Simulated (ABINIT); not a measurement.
**Quasiparticle gap of InP (F-43m) in ABINIT**

How does a plane-wave GW calculation on InP (F-43m) run from the first input to the gap?

Main program and level: ABINIT 10.8.3; PBE and many-body steps on it, plane waves.

### 1. Set-up

Symmetry: F-43m, No. 216, cubic system. Conventional cell: a = 5.869 Å, b = 5.869 Å, c = 5.869 Å, α = 90.00°, β = 90.00°, γ = 90.00°. Nearest to In lie 4 P at 2.54 Å. Nearest to P lie 4 In at 2.54 Å. Farther neighbours are not listed.

The cell and positions come from the Crystallography Open Database and are kept as given unless a step says otherwise.

### 2. Ground state

This step: ABINIT 10.8.3; DFT, PBE, plane waves, norm-conserving pseudopotentials.

The ground-state density comes first.

File run.abi:

```
acell 3*1.0 Angstrom
rprim 
  -0.000000000000 2.934350000000 2.934350000000
  2.934350000000 -0.000000000000 2.934350000000
  2.934350000000 2.934350000000 -0.000000000000
ntypat 2
znucl 49 15
natom 2
typat 1 2
xred 
  0.000000000000 0.000000000000 0.000000000000
  0.250000000000 0.250000000000 0.250000000000
pp_dirpath "pseudos"
pseudos "In.upf, P.upf"
ecut 33
ngkpt 6 6 6
nshiftk 1
shiftk 0 0 0
kptopt 1
chksymbreak 0
nband 18
occopt 1
tolvrs 1e-10
nstep 60
prtwf 0
optforces 0
optstress 0
indata_prefix "in"
outdata_prefix "out"
tmpdata_prefix "tmp"
```

Run with:

```bash
$ OMP_NUM_THREADS=1 mpirun -n 8 abinit run.abi > log
```

Numbers of over 12 decimals in the logs are rounded to 6 here.

Output:

```text
.Version 10.8.3 of ABINIT. v10.8.2 released Aug 2026.

 Symmetries : space group F-4 3 m (#216); Bravais cF (face-center cubic)
================================================================================
 Values of the parameters that define the memory need of the present run
     intxc =       0    ionmov =       0      iscf =       7    lmnmax =       6
     lnmax =       6     mgfft =      45  mpssoang =       3    mqgrid =    3001
     natom =       2  nloc_mem =       1    nspden =       1   nspinor =       1
    nsppol =       1      nsym =      24    n1xccc =    2501    ntypat =       2
    occopt =       1   xclevel =       2
-    mband =          18        mffmem =           1         mkmem =           2
       mpw =        3104          nfft =       91125          nkpt =          16
================================================================================
  Rough estimation (10% accuracy) of disk space for files :
================================================================================

--------------------------------------------------------------------------------
------------- Echo of variables that govern the present computation ------------
--------------------------------------------------------------------------------
 -outvars: echo values of preprocessed input variables --------
            acell      1.8897261259E+00  1.8897261259E+00  1.8897261259E+00 Bohr

      chksymbreak           0
             ecut      3.30000000E+01 Hartree
-          fftalg         312

              ixc     -101130
              kpt      0.00000000E+00  0.00000000E+00  0.00000000E+00
                       1.66666667E-01  0.00000000E+00  0.00000000E+00
                       3.33333333E-01  0.00000000E+00  0.00000000E+00
                       5.00000000E-01  0.00000000E+00  0.00000000E+00
                       1.66666667E-01  1.66666667E-01  0.00000000E+00
                       3.33333333E-01  1.66666667E-01  0.00000000E+00
                       5.00000000E-01  1.66666667E-01  0.00000000E+00
                      -3.33333333E-01  1.66666667E-01  0.00000000E+00
                      -1.66666667E-01  1.66666667E-01  0.00000000E+00
   [... 5 further rows ...]
                      -3.33333333E-01  3.33333333E-01  1.66666667E-01
                      -3.33333333E-01  5.00000000E-01  1.66666667E-01
         kptrlatt        6    0    0      0    6    0      0    0    6
          kptrlen      4.70518853E+01
P           mkmem           2
            natom           2
            nband          18
            ngfft          45      45      45
             nkpt          16
            nstep          60
             nsym          24
           ntypat           2
              occ      2.000000  2.000000  2.000000  2.000000  2.000000  2.000000
                       2.000000  2.000000  2.000000  2.000000  2.000000  2.000000
                       2.000000  0.000000  0.000000  0.000000  0.000000  0.000000
        optforces           0
        optstress           0
            prtwf           0
            rprim     -0.0000000000E+00  2.9343500000E+00  2.9343500000E+00
[...]
spgroup         216

           tolvrs      1.00000000E-10

             xred      0.0000000000E+00  0.0000000000E+00  0.0000000000E+00
[...]
znucl       49.00000   15.00000

================================================================================

 chkinp: Checking input parameters for consistency.

================================================================================
== DATASET  1 ==================================================================
-   mpi_nproc: 8, omp_nthreads: 1 (-1 if OMP is not activated)

--- !DatasetInfo
iteration_state: {dtset: 1, }
dimensions: {natom: 2, nkpt: 16, mband: 18, nsppol: 1, nspinor: 1, nspden: 1, mpw: 3104, }
cutoff_energies: {ecut:  33.0, pawecutdg:  -1.0, }
electrons: {nelect:   2.60000000E+01, charge:   0.00000000E+00, occopt:   1.00000000E+00, tsmear:   1.00000000E-02, }

 Real(R)+Recip(G) space primitive vectors, cartesian coordinates (Bohr,Bohr^-1):
 R(1)=  0.0000000  5.5451179  5.5451179  G(1)= -0.0901694  0.0901694  0.0901694
 R(2)=  5.5451179  0.0000000  5.5451179  G(2)=  0.0901694 -0.0901694  0.0901694
 R(3)=  5.5451179  5.5451179  0.0000000  G(3)=  0.0901694  0.0901694 -0.0901694
 Unit cell volume ucvol=  3.4100625E+02 bohr^3
 Angles (23,13,12)=  6.00000000E+01  6.00000000E+01  6.00000000E+01 degrees

 getcut: wavevector=  0.0000  0.0000  0.0000  ngfft=  45  45  45
         ecut(hartree)=     33.000   => boxcut(ratio)=   2.16973

--- Pseudopotential description ------------------------------------------------
- In Generated using ONCVPSP code by D. R. Hamann
- 49.00000  21.00000  171031                  znucl, zion, pspdat
12 -101130 2 -1 1964                          pspcod,pspxc,lmax,lloc,mmax
     nproj     2     2     2
  pspatm : epsatm=   33.77322108
         --- l  ekb(1:nproj) -->
[...]
pspatm: atomic psp has been read  and splines computed

- P Generated using ONCVPSP code by D. R. Hamann
- 15.00000   5.00000  171031                  znucl, zion, pspdat
12 -101130 2 -1 1298                          pspcod,pspxc,lmax,lloc,mmax
     nproj     2     2     2
  pspatm : epsatm=    8.05910421
         --- l  ekb(1:nproj) -->
[...]
2   -3.154982   -0.827415
 pspatm: atomic psp has been read  and splines computed

   1.08764046E+03                                ecore*ucvol(ha*bohr**3)
--------------------------------------------------------------------------------

_setup2: Arith. and geom. avg. npw (full set) are    3085.792    3085.771

================================================================================

--- !BeginCycle
iteration_state: {dtset: 1, }
solver: {iscf: 7, nstep: 60, nline: 4, wfoptalg: 0, }
tolerances: {tolvrs: 1.00E-10, }

     iter   Etot(hartree)      deltaE(h)  residm     vres2
 ETOT  1  -206.02448098893    -2.060E+02 2.006E-01 1.798E+02
 ETOT  2  -206.37957298910    -3.551E-01 7.285E-03 1.860E+01
 ETOT  3  -206.38183846316    -2.265E-03 1.870E-02 7.032E-01
 ETOT  4  -206.38187289972    -3.444E-05 1.332E-03 1.543E-01
 ETOT  5  -206.38188994096    -1.704E-05 5.514E-04 9.235E-03
 ETOT  6  -206.38189219044    -2.249E-06 2.339E-05 2.217E-03
 ETOT  7  -206.38189251365    -3.232E-07 1.575E-05 4.211E-06
 ETOT  8  -206.38189251432    -6.688E-10 7.250E-07 7.024E-08
 ETOT  9  -206.38189251434    -1.145E-11 5.387E-07 2.608E-09
 ETOT 10  -206.38189251434    -3.041E-12 6.526E-08 2.217E-10
 ETOT 11  -206.38189251434    -2.871E-12 1.863E-08 1.083E-11

 At SCF step   11       vres2   =  1.08E-11 < tolvrs=  1.00E-10 =>converged.

--- !ResultsGS
iteration_state: {dtset: 1, }
comment   : Summary of ground state results
lattice_vectors:
- [ -0.0000000,   5.5451179,   5.5451179, ]
- [  5.5451179,  -0.0000000,   5.5451179, ]
- [  5.5451179,   5.5451179,  -0.0000000, ]
lattice_lengths: [   7.84198,    7.84198,    7.84198, ]
lattice_angles: [ 60.000,  60.000,  60.000, ] # degrees, (23, 13, 12)
lattice_volume:   3.4100625E+02
convergence: {deltae: -2.871E-12, res2:  1.083E-11, residm:  1.863E-08, diffor:  0.000E+00, }
etotal    :  -2.06381893E+02
entropy   :   0.00000000E+00
fermie    :   1.80897190E-01
cartesian_stress_tensor: null
pressure_GPa: null
xred      :
- [  0.0000E+00,   0.0000E+00,   0.0000E+00, In]
- [  2.5000E-01,   2.5000E-01,   2.5000E-01,  P]
cartesian_forces: null
force_length_stats: {min: null, max: null, mean: null, }

 Integrated electronic density in atomic spheres:
 ------------------------------------------------
 Atom  Sphere_radius  Integrated_density
    1        2.00000         17.83551814
    2        2.00000          2.76432611
================================================================================

 ----iterations are completed or convergence reached----

 Mean square residual over all n,k,spin=   11.300E-11; max=  18.633E-09
 reduced coordinates (array xred) for    2 atoms
       0.000000000000      0.000000000000      0.000000000000
       0.250000000000      0.250000000000      0.250000000000
 rms dE/dt=  0.0000E+00; max dE/dt=  0.0000E+00; dE/dt below (all hartree)
    1       0.000000000000      0.000000000000      0.000000000000
    2       0.000000000000      0.000000000000      0.000000000000

 cartesian coordinates (angstrom) at end:
    1      0.000000     0.000000     0.000000
    2      1.467175     1.467175     1.467175
 length scales=  1.889726125908  1.889726125908  1.889726125908 bohr
              =  1.000000000000  1.000000000000  1.000000000000 angstroms
 prteigrs : about to open file out_EIG
 Fermi (or HOMO) energy (hartree) =   0.18090   Average Vxc (hartree)=  -0.34739
 Eigenvalues (hartree) for nkpt=  16  k points:
 kpt#   1, nband= 18, wtk=  0.00463, kpt=  0.0000  0.0000  0.0000 (reduced coord)
  -4.04732   -2.52125   -2.52125   -2.52125   -0.34094   -0.34094   -0.34094   -0.33551
  -0.33551   -0.24140    0.18090    0.18090    0.18090    0.20616    0.33111    0.33111
   0.33111    0.49603
 prteigrs : prtvol=0 or 1, do not print more k-points.

--- !EnergyTerms
iteration_state     : {dtset: 1, }
comment             : Components of total free energy in Hartree
kinetic             :  7.02097974032080E+01
hartree             :  7.45662089227501E+01
xc                  : -3.01399069980933E+01
Ewald energy        : -1.03918092430690E+02
psp_core            :  3.18950299759936E+00
local_psp           : -2.04467737547230E+02
non_local_psp       : -1.58216648618852E+01
total_energy        : -2.06381892514341E+02
total_energy_eV     : -5.61593739138427E+03
band_energy         : -2.65096349818951E+01

== END DATASET(S) ==============================================================
================================================================================

 -outvars: echo values of variables after computation  --------
           etotal     -2.0638189251E+02
            nband          18
             nkpt          16
          spgroup         216
 [... the other variables as echoed above ...]

 Calculation completed.
```

The job ended after 8.6 s (8 MPI ranks of Arm Neoverse V1, shared host; peak memory 0.6 GiB; 68 s of CPU time).

This step gave:

| Property | Result |
| --- | --- |
| total energy | -5615.9374 eV |
| gap | 0.6874 eV |
| k of the valence top | 0, 0, 0 |
| k of the conduction bottom | 0, 0, 0 |
| least direct gap | 0.6874 eV |

The gap is direct, at Γ.

(Part 1 of 3 ends here.)

[Paths, hosts, dates, memory and timing lines, banners, echoed tables and standing remarks are left out of the program output.]

[Logs are printed without paths, hosts, clocks, repeated set-up lines and the standing remarks that a program may print on its own settings, such as how far it seeks lower states.]

[Runs of the session that timed out or met a known fault of the program may be left out.]

[Hosts, paths, dates, database ids (printed as entryN), source tags and the programs' standing remarks are cut or masked in the printed files.]

[G0W0 gaps are taken among the corrected bands and points alone; a level outside them can change the order at an edge.]

[Where Ansatz stands beside ABINIT at settings called matched, ABINIT's density can come from a denser mesh and the files from another edition; pairs whose starting gaps differed by over 0.03 eV were left out, so agreement reads better than it is.]
